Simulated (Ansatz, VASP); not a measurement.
# In in VASP and in Ansatz

INCAR

```
PREC = Accurate ; ENCUT = 520
EDIFF = 1E-6 ; ISMEAR = -1
SIGMA = 0.1 ; LREAL = False
LASPH = True ; NELM = 100
ALGO = Normal ; ISIF = 2
LWAVE = False ; LCHARG = False
GGA = RP ; NBANDS = 12
```

File KPOINTS:

```
Automatic mesh
0
Gamma
  11 11 11
```

Contents of POSCAR:

```
In
1.0
    3.0563079883      0.0000000000      0.0000000000
    0.0000000000      3.0563079883      0.0000000000
    0.0000000000      0.0000000000      3.0563079883
In
1
Direct
    0.0000000000      0.0000000000      0.0000000000
```

Input for Ansatz:

```yaml
crystal:
  lattice:
    - [3.0563079883, 0.0, 0.0]
    - [0.0, 3.0563079883, 0.0]
    - [0.0, 0.0, 3.0563079883]
  atoms:
    - { symbol: In, position: [0.0, 0.0, 0.0] }
hamiltonian:
  xc: rpbe
  pseudopotentials:
    kind: paw
    azcp:
      In: "pseudopotentials/In.paw.azcp"
basis:
  ecutwfc: 420
  fft_grid_basis: typed
kpoints:
  mp_grid: { grid: [11, 11, 11], shift: [0, 0, 0] }
magnetization:
  spin_polarized: false
scf:
  occupations: { method: fermi_dirac, width: 0.1 }
  lower_state_search: "off"
output:
  stress: true
```

Alike in both runs: task single point; functional RPBE; k mesh 11 × 11 × 11; occupations fermi-dirac, width 0.1 eV; no spin polarisation.

```csv
,VASP,Ansatz
version,VASP 6.6.1,Ansatz 0.2.0
potentials or method,"VASP PAW PBE potentials, release 64 (In_d)","plane waves (420 eV) with PAW, scalar-relativistic"
plane-wave cutoff (eV),520,420
valence electrons in the cell,13,13
```

```csv
,VASP,Ansatz,Ansatz less VASP
pressure (GPa),2.9,2.9,+0.04
```

The functional is the same, so the differences come from potentials, cutoffs and numerics.

Caveats: the PAW data sets were made with another functional, which shifts forces and pressure a little (VASP).
